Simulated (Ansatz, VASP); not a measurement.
# Two plane-wave programs on AlN

```
CELL_PARAMETERS angstrom
3.08326 0.00000 0.00000
-1.54163 2.67018 0.00000
0.00000 0.00000 4.94277
ATOMIC_POSITIONS crystal
Al 0.66667 0.33333 0.49910
Al 0.33333 0.66667 0.99910
N 0.66667 0.33333 0.88090
N 0.33333 0.66667 0.38090
```

Change from the starting cell: equal strain along all axes, cell held, atoms relaxed: -1.5 %.

Alike in both runs: functional PBE; k mesh 12 × 12 × 6; occupations gaussian, width 0.02 eV; no spin polarisation.

Ansatz relaxed the structure, and its values are those at the end. VASP's run is a single point on that final structure, the one shown.

|  | VASP | Ansatz |
| --- | --- | --- |
| version | VASP 6.6.1 | Ansatz 0.2.0 |
| potentials or method | VASP PAW PBE potentials, release 64 (Al, N) | scalar-relativistic, plane waves, PAW |
| plane-wave cutoff (eV) | 520 | 420 |
| valence electrons in the cell | 16 | 16 |

VASP gave:

| Quantity | Value |
| --- | --- |
| gap on the k mesh at the Fermi level (eV) | 4.44 |
| least direct gap on the mesh (eV) | 4.44 |
| pressure (GPa) | 9.3 |

Estimate Ansatz's values.

gap on the k mesh at the Fermi level (eV): 4.43; least direct gap on the mesh (eV): 4.43; pressure (GPa): 9.6.

The functional is the same, so the differences come from potentials, cutoffs and numerics. Ansatz warned: «stress_scf_threshold_loose».

A k mesh can miss the band edges.
